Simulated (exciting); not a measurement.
# Nb (P-1) in exciting: band structure with PW91

Aim: the band structure of Nb with PW91.

All numbers are computed with exciting (release sodium); they aren't measurements. Logs are shortened: lines on timing, memory, paths and dates and some standing lists are left out, and cuts for length are marked.

## (1) The structure

The typed cell holds 1 atom: a = 2.707 Å, b = 3.357 Å, c = 2.926 Å, α = 126.55°, β = 106.47°, γ = 102.66°.

This isn't the form of Nb at room conditions, which is bcc.

## (2) Band structure, PW91

run_exciting.py reads:

```python
import subprocess
import xml.etree.ElementTree as ET
from ase.io import read
from ase.units import Bohr

atoms = read("Nb.xyz")
rmt = {'Nb': 2.3}  # bohr
tasks = """
<groundstate do="fromscratch" ngridk="12 11 13" rgkmax="8" gmaxvr="14" lmaxapw="10" lmaxmat="10" lmaxvr="8" stype="Methfessel-Paxton 2" swidth="0.00183747" nempty="12" ValenceRelativity="iora*" epsengy="1e-05" epspot="1e-05" maxscl="60" outputlevel="normal">
  <libxc exchange="XC_GGA_X_PW91" correlation="XC_GGA_C_PW91"/>
</groundstate>
<properties>
  <bandstructure>
    <plot1d>
      <path steps="120">
        <point coord="0 0.5 0" label="X"/>
        <point coord="0 0 0" label="G"/>
        <point coord="0 -0.5 0.5" label="Y" breakafter="true"/>
        <point coord="0 0 0.5" label="L"/>
        <point coord="0 0 0" label="G"/>
        <point coord="0.5 0 -0.5" label="Z" breakafter="true"/>
        <point coord="0.5 0.5 -0.5" label="N"/>
        <point coord="0 0 0" label="G"/>
        <point coord="0.5 -0.5 0" label="M" breakafter="true"/>
        <point coord="0.5 0 0" label="R"/>
        <point coord="0 0 0" label="G"/>
      </path>
    </plot1d>
  </bandstructure>
  <dos nwdos="300" winddos="-0.6 0.5" inttype="tetra" ngrdos="100" nsmdos="1" lmirep="true"/>
</properties>
"""

root = ET.Element("input")
ET.SubElement(root, "title").text = "Nb"
structure = ET.SubElement(root, "structure", speciespath="./", tshift="false")
crystal = ET.SubElement(structure, "crystal", scale="1.0")
for vector in atoms.cell / Bohr:
    ET.SubElement(crystal, "basevect").text = " ".join(f"{x:.12f}" for x in vector)
symbols = atoms.get_chemical_symbols()
for element in dict.fromkeys(symbols):
    species = ET.SubElement(structure, "species", speciesfile=element + ".xml", rmt=str(rmt[element]))
    for symbol, position in zip(symbols, atoms.get_scaled_positions(wrap=False)):
        if symbol == element:
            ET.SubElement(species, "atom", coord=" ".join(f"{x:.12f}" for x in position))
root.extend(ET.fromstring("<tasks>" + tasks + "</tasks>"))
ET.indent(root)
ET.ElementTree(root).write("input.xml")
subprocess.run(["exciting_smp"], check=True)
```

Nb.xyz reads:

```xyz
1
Lattice="-1.4545883700 1.6009203400 1.6273015200 1.6190107300 -1.9818268200 2.1726303600 1.2182993000 1.7455377500 -2.0082080000" Properties=species:S:1:pos:R:3 pbc="T T T"
Nb     0.0000000000      0.0000000000      0.0000000000
```

Potentials or basis: all-electron LAPW+lo, shipped species files, valence relativity iora*.

Command:

```sh
$ OMP_NUM_THREADS=1 python run_exciting.py
```

The program printed:

```text
================================================================================
EXCITING SODIUM started
All units are atomic (Hartree, Bohr, etc.)
================================================================================

********************************************************************************
* Ground-state run starting from atomic densities                              *
********************************************************************************

++++++++++++++++++++++++++++++++++++++++++++++++++++++++++++++++++++++++++++++++
+ Starting initialization                                                      +
++++++++++++++++++++++++++++++++++++++++++++++++++++++++++++++++++++++++++++++++

 Lattice vectors (cartesian) :
     -2.7487736451      3.0253009919      3.0751541970
      3.0594868745     -3.7451099186      4.1056763531
      2.3022520163      3.2985882898     -3.7949631237

 Reciprocal lattice vectors (cartesian) :
      0.0352284327      1.1081158381      0.9845478166
      1.1376631399      0.1763328310      0.8434434182
      1.2593559826      1.0887042825      0.0546399882

 Unit cell volume                           :     119.4300813915
 Brillouin zone volume                      :       2.0769492121

 Species :    1 (Nb)
     parameters loaded from                 :    Nb.xml
     name                                   :    niobium
     nuclear charge                         :     -41.00000000
     electronic charge                      :      41.00000000
     atomic mass                            :  169357.97030000
     muffin-tin radius                      :       2.30000000
     # of radial points in muffin-tin       :     400

     atomic positions (lattice) :
       1 :   0.00000000  0.00000000  0.00000000

 Total number of atoms per unit cell        :       1

 Spin treatment                             :    spin-unpolarised

 Number of Bravais lattice symmetries       :       2
 Number of crystal symmetries               :       2

 k-point grid                               :      12   11   13
 Total number of k-points                   :     859
 k-point set is reduced with crystal symmetries

 R^MT_min * |G+k|_max (rgkmax)              :       8.00000000
 Species with R^MT_min                      :       1 (Nb)
 Maximum |G+k| for APW functions            :       3.47826087
 Maximum |G| for potential and density      :      14.00000000

 G-vector grid sizes                        :      24    30    25
 Total number of G-vectors                  :    5509

 Maximum angular momentum used for
     APW functions                          :      10
     computing H and O matrix elements      :      10
     potential and density                  :       8
     inner part of muffin-tin               :       2

 Total nuclear charge                       :     -41.00000000
 Total electronic charge                    :      41.00000000
 Total core charge                          :      28.00000000
 Total valence charge                       :      13.00000000

 Number of empty states                     :      12
 Total number of valence states             :      19

 Maximum Hamiltonian size                   :     105
 Maximum number of plane-waves              :      92
 Total number of local-orbitals             :      13

 Exchange-correlation type                  :     100
     libxc; exchange: Perdew & Wang 91; correlation: Perdew & Wang 91 (see libxc for references)

 Smearing scheme                            :    Methfessel-Paxton order 2, Phys. Rev. B 40, 3616 (1989)
 Smearing width                             :       0.00183747

 Using multisecant Broyden potential mixing

++++++++++++++++++++++++++++++++++++++++++++++++++++++++++++++++++++++++++++++++
+ Ending initialization                                                        +
++++++++++++++++++++++++++++++++++++++++++++++++++++++++++++++++++++++++++++++++

********************************************************************************
* Groundstate module started                                                   *
********************************************************************************
 Output level for this task is set to normal

++++++++++++++++++++++++++++++++++++++++++++++++++++++++++++++++++++++++++++++++
+ Self-consistent loop started                                                 +
++++++++++++++++++++++++++++++++++++++++++++++++++++++++++++++++++++++++++++++++
 Density and potential initialised from atomic data

++++++++++++++++++++++++++++++++++++++++++++++++++++++++++++++++++++++++++++++++
+ SCF iteration number :    1                                                  +
++++++++++++++++++++++++++++++++++++++++++++++++++++++++++++++++++++++++++++++++
 Total energy                               :     -3816.00263545
 _______________________________________________________________
 Fermi energy                               :         0.47586032
 Kinetic energy                             :      3958.61950952
 Coulomb energy                             :     -7654.91434743
 Exchange energy                            :      -117.40397180
 Correlation energy                         :        -2.30382573

 DOS at Fermi energy (states/Ha/cell)       :        25.89646536

 Electron charges :
     core                                   :        28.00000000
     core leakage                           :         0.00000951
     valence                                :        13.00000000
     interstitial                           :         2.55949766
     charge in muffin-tin spheres :
                  atom     1    Nb          :        38.44050234
     total charge in muffin-tins            :        38.44050234
     total charge                           :        41.00000000

++++++++++++++++++++++++++++++++++++++++++++++++++++++++++++++++++++++++++++++++
+ SCF iteration number :    2                                                  +
++++++++++++++++++++++++++++++++++++++++++++++++++++++++++++++++++++++++++++++++
 Total energy                               :     -3818.59879711
 _______________________________________________________________
 Fermi energy                               :         0.46810669
 Kinetic energy                             :      3956.95469617
 Coulomb energy                             :     -7655.78626308
 Exchange energy                            :      -117.46360147
 Correlation energy                         :        -2.30362874

 DOS at Fermi energy (states/Ha/cell)       :        26.86174340

 Electron charges :
     core                                   :        28.00000000
     core leakage                           :         0.00000928
     valence                                :        13.00000000
     interstitial                           :         2.51017458
     charge in muffin-tin spheres :
                  atom     1    Nb          :        38.48982542
     total charge in muffin-tins            :        38.48982542
     total charge                           :        41.00000000
[... 271 lines left out ...]
 RMS change in effective potential (target) :  0.401398E-08  ( 0.100000E-04)
 Absolute change in total energy   (target) :  0.117791E-05  ( 0.100000E-04)
 Charge distance                   (target) :  0.991940E-08  ( 0.100000E-04)

++++++++++++++++++++++++++++++++++++++++++++++++++++++++++++++++++++++++++++++++
+ SCF iteration number :   13                                                  +
++++++++++++++++++++++++++++++++++++++++++++++++++++++++++++++++++++++++++++++++
 Total energy                               :     -3821.14039857
 _______________________________________________________________
 Fermi energy                               :         0.45343142
 Kinetic energy                             :      3954.88984209
 Coulomb energy                             :     -7656.20713677
 Exchange energy                            :      -117.51981989
 Correlation energy                         :        -2.30328399

 DOS at Fermi energy (states/Ha/cell)       :        26.69689737

 Electron charges :
     core                                   :        28.00000000
     core leakage                           :         0.00000912
     valence                                :        13.00000000
     interstitial                           :         2.44726259
     charge in muffin-tin spheres :
                  atom     1    Nb          :        38.55273741
     total charge in muffin-tins            :        38.55273741
     total charge                           :        41.00000000

 RMS change in effective potential (target) :  0.778330E-09  ( 0.100000E-04)
 Absolute change in total energy   (target) :  0.708214E-07  ( 0.100000E-04)
 Charge distance                   (target) :  0.103473E-08  ( 0.100000E-04)

++++++++++++++++++++++++++++++++++++++++++++++++++++++++++++++++++++++++++++++++
| Convergency criteria checked for the last 2 iterations                       +
| Convergence targets achieved. Performing final SCF iteration                 +
++++++++++++++++++++++++++++++++++++++++++++++++++++++++++++++++++++++++++++++++
 Total energy                               :     -3821.14040005
 _______________________________________________________________
 Fermi energy                               :         0.45343143
 Kinetic energy                             :      3954.88984173
 Coulomb energy                             :     -7656.20713783
 Exchange energy                            :      -117.51981996
 Correlation energy                         :        -2.30328399

 DOS at Fermi energy (states/Ha/cell)       :        26.69688538

 Electron charges :
     core                                   :        28.00000000
     core leakage                           :         0.00000912
     valence                                :        13.00000000
     interstitial                           :         2.44726254
     charge in muffin-tin spheres :
                  atom     1    Nb          :        38.55273746
     total charge in muffin-tins            :        38.55273746
     total charge                           :        41.00000000

++++++++++++++++++++++++++++++++++++++++++++++++++++++++++++++++++++++++++++++++
+ Self-consistent loop stopped                                                 +
++++++++++++++++++++++++++++++++++++++++++++++++++++++++++++++++++++++++++++++++
 STATE.OUT is written

********************************************************************************
* Groundstate module stopped                                                   *
********************************************************************************

--------------------------------------------------------------------------------
- CAUTION! Warnings have been written in file WARNING.OUT !                    -
--------------------------------------------------------------------------------
================================================================================
| EXCITING SODIUM stopped                                                      =
================================================================================
```

Wall time 2.6 min (1 thread of AMD EPYC 7R43 (Zen 3), shared host); peak memory 0.14 GiB.

What came out:

| Item | Value |
| --- | --- |
| Band gap on the k mesh | none (metal or under the smearing width) |
| All electrons inside the program's atomic spheres | Nb 38.55 (radii Nb 2.3 bohr) |

Levels at the corners of the path, in eV from the Fermi level:
```csv
point,band 2,band 3,band 4,band 5,band 6,band 7,band 8,band 9,band 10,band 11
X,-31.71,-30.17,-29.91,-4.00,-1.85,1.89,2.13,3.39,6.37,12.41
Γ,-30.32,-29.68,-29.50,-6.12,-2.29,-0.25,1.63,3.20,4.81,11.95
Y,-31.25,-29.74,-29.48,-3.89,-0.60,0.00,1.74,4.23,4.67,8.85
L,-31.59,-30.74,-29.96,-4.35,-3.40,3.27,4.75,5.55,6.91,9.21
Γ,-30.32,-29.68,-29.50,-6.12,-2.29,-0.25,1.63,3.20,4.81,11.95
Z,-31.54,-30.65,-29.79,-4.17,-2.68,2.20,3.36,5.22,6.42,10.19
N,-31.61,-30.71,-30.34,-4.33,-3.80,2.86,5.98,6.14,7.11,9.40
Γ,-30.32,-29.68,-29.50,-6.12,-2.29,-0.25,1.63,3.20,4.81,11.95
M,-31.55,-30.25,-29.87,-4.11,-3.15,2.38,3.60,4.79,6.50,12.56
R,-31.76,-30.34,-30.04,-4.20,-1.06,1.13,2.56,2.73,7.10,11.82
Γ,-30.32,-29.68,-29.50,-6.12,-2.29,-0.25,1.63,3.20,4.81,11.95
```

States per cell in windows of 1 eV (zero at the Fermi level; states under -8 eV left out):
| from (eV) | total | Nb1 d | Nb1 p | Nb1 s | Nb1 f |
| --- | --- | --- | --- | --- | --- |
| -8.0 | 0.00 | 0.00 | 0.00 | 0.00 | 0.00 |
| -7.0 | 0.00 | 0.00 | 0.00 | 0.00 | 0.00 |
| -6.0 | 0.06 | 0.00 | 0.00 | 0.02 | 0.00 |
| -5.0 | 0.21 | 0.04 | 0.01 | 0.04 | 0.00 |
| -4.0 | 1.22 | 0.48 | 0.03 | 0.09 | 0.00 |
| -3.0 | 1.29 | 0.65 | 0.04 | 0.03 | 0.00 |
| -2.0 | 1.22 | 0.68 | 0.04 | 0.01 | 0.01 |
| -1.0 | 1.06 | 0.60 | 0.05 | 0.02 | 0.01 |
| 0.0 | 0.77 | 0.41 | 0.05 | 0.01 | 0.01 |
| 1.0 | 1.03 | 0.66 | 0.04 | 0.01 | 0.01 |
| 2.0 | 1.29 | 0.92 | 0.03 | 0.01 | 0.01 |
| 3.0 | 1.26 | 0.96 | 0.03 | 0.01 | 0.01 |
| 4.0 | 0.91 | 0.69 | 0.03 | 0.01 | 0.01 |
| 5.0 | 0.51 | 0.37 | 0.02 | 0.01 | 0.00 |
| 6.0 | 0.38 | 0.25 | 0.02 | 0.01 | 0.00 |
| 7.0 | 0.32 | 0.17 | 0.03 | 0.01 | 0.00 |
